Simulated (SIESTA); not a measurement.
Crystal: MnO.

```
CELL_PARAMETERS angstrom
0.00000 2.22391 2.22391
2.22391 0.00000 2.22391
2.22391 2.22391 0.00000
ATOMIC_POSITIONS crystal
Mn 0.00000 0.00000 0.00000
O 0.50000 0.50000 0.50000
```

The cell is a database's computed one.

Base run:

- Program: SIESTA 5.4.2
- Functional: PBE
- Potentials or basis: PseudoDojo 0.4 standard (PBE files)
- Basis: DZP (energy shift 0.003 Ry; two zetas on semicore shells)
- Grid cutoff: 800 Ry
- Energy shift: 0.003 Ry
- k mesh: 7 × 7 × 7
- Occupations: fermi-dirac, width 0.05 eV
- Spin: collinear spin, ferromagnetic start
- Starting moments: [4.0, 0.0] μB
- Hubbard terms: Mn d U = 4 eV

Its results: band gap on the k mesh 0.35 eV, indirect (least direct gap 2.67 eV); pressure 10.2 GPa; net moment 5.00 μB per cell; site moments Mn +4.89; O +0.11 μB.

Task: After a change of settings the same cell gave: band gap on the k mesh 0.66 eV, indirect (least direct gap 2.66 eV); pressure 12.5 GPa; net moment 5.00 μB per cell; site moments Mn +4.93; O +0.07 μB. Which change was it?
A. hubbard terms from Mn d U = 4 eV to Mn d U = 6 eV
B. hubbard terms from Mn d U = 4 eV to none
C. hubbard terms from Mn d U = 4 eV to Mn d U = 2 eV

Result: A.

Caveats: short orbitals over semicore shells can move pressures by several GPa; an odd mesh through Γ misses points on the zone boundary, where band edges often lie; the basis of atomic orbitals isn't converged, which shifts pressures, moduli and gaps; a cell with one magnetic atom can't hold antiferromagnetic order, which such compounds often take.
